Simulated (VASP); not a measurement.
Write the native input for VASP 6.6.1 that does the following.

```yaml
Task: band structure
Functional: r2SCAN
Potentials_or_basis: VASP PAW PBE potentials, release 64 (O, C)
Cutoff: 520 eV
k_mesh: 10 × 10 × 10
Occupations: gaussian, width 0.02 eV
Spin: no spin polarisation
Ladder: gaps
Further_INCAR_settings: ALGO = Normal; EDIFF = 1e-06; NBANDS = 25
```

The structure of CO2 lies in POSCAR:

```
CO2
1.0
   -1.9747270000      1.9747270000      3.0140580000
    1.9747270000     -1.9747270000      3.0140580000
    1.9747270000      1.9747270000     -3.0140580000
O C
4 2
Direct
    0.8750000000      0.9597980000      0.5847980000
    0.3750000000      0.2902020000      0.4152020000
    0.0402020000      0.6250000000      0.9152020000
    0.7097980000      0.1250000000      0.0847980000
    0.0000000000      0.0000000000      0.0000000000
    0.7500000000      0.2500000000      0.5000000000
```

The cell comes from a database or a generator and needn't be the stable form of this composition.

One way to write it, as run:

INCAR

```
SYSTEM = CO2
  PREC = Accurate
  ENCUT = 520
  EDIFF = 1E-6
  ISMEAR = 0
  SIGMA = 0.02
  LREAL = .False.
  LASPH = .True.
  NELM = 100
  ALGO = Normal
  ISIF = 2
  LWAVE = .False.
  LCHARG = .False.
  METAGGA = R2SCAN
  LMIXTAU = .True.
  NBANDS = 25
  KPAR = 2
```

KPOINTS

```
regular mesh
0
Gamma
  10 10 10
  0 0 0
```

KPOINTS_OPT

```
path GXYSGZS1NPY1Z,XP
10
line-mode
reciprocal
 0.0000000000  0.0000000000  0.0000000000  G
 0.5000000000 -0.5000000000  0.0000000000  X

 0.5000000000 -0.5000000000  0.0000000000  X
 0.5000000000 -0.5000000000  0.2146253035  Y

 0.5000000000 -0.5000000000  0.2146253035  Y
 0.3573126517 -0.3573126517  0.3573126517  S

 0.3573126517 -0.3573126517  0.3573126517  S
 0.0000000000  0.0000000000  0.0000000000  G

 0.0000000000  0.0000000000  0.0000000000  G
 0.5000000000  0.5000000000 -0.5000000000  Z

 0.5000000000  0.5000000000 -0.5000000000  Z
 0.6426873483  0.3573126517 -0.3573126517  S1

 0.6426873483  0.3573126517 -0.3573126517  S1
 0.5000000000  0.0000000000  0.0000000000  N

 0.5000000000  0.0000000000  0.0000000000  N
 0.7500000000 -0.2500000000 -0.2500000000  P

 0.7500000000 -0.2500000000 -0.2500000000  P
 0.7853746965  0.2146253035 -0.5000000000  Y1

 0.7853746965  0.2146253035 -0.5000000000  Y1
 0.5000000000  0.5000000000 -0.5000000000  Z

 0.5000000000 -0.5000000000  0.0000000000  X
 0.7500000000 -0.2500000000 -0.2500000000  P
```

Potentials or basis: VASP PAW PBE potentials, release 64 (O, C).

The run is started by

```bash
$ cat potpaw_PBE.64/O/POTCAR potpaw_PBE.64/C/POTCAR > POTCAR
$ mpirun -np 2 vasp_std > vasp.out
```

It gave:

The pressure is -5.8 GPa. The largest force is 0.149 eV/Å and the band gap on the k mesh is 8.40 eV, indirect (least direct gap 8.83 eV). The band gap along the path is 8.40 eV, indirect (least direct gap 8.83 eV).

Caveat: the PAW data sets were made with another functional, which shifts forces and pressure a little.

It took 2.1 min on 2 MPI ranks on Intel(R) Xeon(R) 6975P-C (Granite Rapids) (shared host), peak memory 0.27 GiB a rank.
